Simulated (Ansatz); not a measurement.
# AlNi3: properties at the relaxed cell

An exercise on one series of results from a longer session: the logs are not shown, and one member is left open.

Computed with Ansatz 0.2.0 (DFT PBEsol, scalar-relativistic, plane waves, PAW, unless a step's input says otherwise).

1 further run of the same task is left out (set aside as unsound or not needed).

### The structure to begin with

Symmetry: Pm-3m, No. 221, cubic system. Conventional cell: a = 3.519 Å, b = 3.519 Å, c = 3.519 Å, α = 90.00°, β = 90.00°, γ = 90.00°. Around Al (site symmetry m-3m) lie 12 Ni at 2.49 Å. Ni (site symmetry 4/mmm) has 4 Al at 2.49 Å and 8 Ni at 2.49 Å as nearest neighbours.

Structure file:

```xyz
4
Lattice="3.5191 0.0000 0.0000 0.0000 3.5191 0.0000 0.0000 0.0000 3.5191" Properties=species:S:1:pos:R:3 pbc="T T T"
Al    0.0000    0.0000    0.0000
Ni    0.0000    1.7595    1.7595
Ni    1.7595    0.0000    1.7595
Ni    1.7595    1.7595    0.0000
```

It goes back to an entry of the Materials Project, which need not be the stable form.

This cell was relaxed beforehand with the same method: volume 10.90 Å³/atom, gap on the mesh none (metal), site moments up to 0.3 μB.

The first run:

input.yaml reads:

```yaml
crystal:
  lattice:
    - [3.5190923685, 0.0, 0.0]
    - [0.0, 3.5190923685, 0.0]
    - [0.0, 0.0, 3.5190923685]
  atoms:
    - { symbol: Al, position: [0.0, 0.0, 0.0] }
    - { symbol: Ni, position: [0.0, 0.5, 0.5], spin: 0.28 }
    - { symbol: Ni, position: [0.5, 0.0, 0.5], spin: 0.28 }
    - { symbol: Ni, position: [0.5, 0.5, 0.0], spin: 0.28 }
basis:
  ecutwfc: 420
kpoints:
  mp_grid: { grid: [12, 12, 12] }
  band_path:
    path:
      - [[0.0, 0.0, 0.0], [0.0, 0.5, 0.0], [0.5, 0.5, 0.0], [0.0, 0.0, 0.0], [0.5, 0.5, 0.5], [0.0, 0.5, 0.0]]
      - [[0.5, 0.5, 0.5], [0.5, 0.5, 0.0]]
    npoints: 14
hamiltonian:
  xc: pbesol
scf:
  occupations: { method: gaussian, width: 0.1 }
  n_extra_bands: 10
output:
  forces: true
  stress: true
  eigenvalues: true
  populations: true
  dos: { projected: true, de: 0.02, nscf_kmesh: { grid: [18, 18, 18] } }
  bader: true
  write_density: true
  write_potential: true
  elf: true
  volumetric_format: npy
magnetization:
  spin_polarized: true
checkpoint:
  read: start.run
  write: ck
  compress: false
  write_wavefunctions: false
  write_every: 100000
```

The run is started by

```console
> ansatz run input.yaml --threads 1 --pin off --max-ram 2560MiB --backend cpu --events-out ev --progress --plain --runs-dir out
```

Steps of the session up to this table: Static run: bands, density of states and charges; Point at V/V0 = 0.97; The cell scaled to 1.03 of its volume; Point at V/V0 = 0.94; The cell scaled to 1.06 of its volume.

One table of the session follows, with a row left open; its other results are not shown here.

It belongs to the step «Equation of state». 

```
volume (Å³/atom)  energy above the lowest point (meV/atom)  pressure (GPa)  largest moment (μB)
          10.241                                      28.0           14.50                 0.23
          10.568                                       6.6            6.65                 0.24
          10.895                                       0.0            0.00                 0.25
          11.222                                         ?               ?                    ?
          11.549                                      22.4          -10.38                 0.27
```

Q: Estimate the row for volume (Å³/atom) = 11.222 from the others.

Worked estimate for «energy above the lowest point (meV/atom)». A straight line through the neighbours (10.895, 0.0) and (11.549, 22.4) gives 0.0 + (22.4 − 0.0) × (11.222 − 10.895) / (11.549 − 10.895) = 11.2; a parabola fitted to 3 rows on both sides gives 5.3.

The run gave: energy above the lowest point (meV/atom): 5.9; pressure (GPa): -5.62; largest moment (μB): 0.26. In «energy above the lowest point (meV/atom)» the line misses by +5.3 and the parabola by -0.6.

To keep in mind: Warnings in the runs' records: stability check not made.
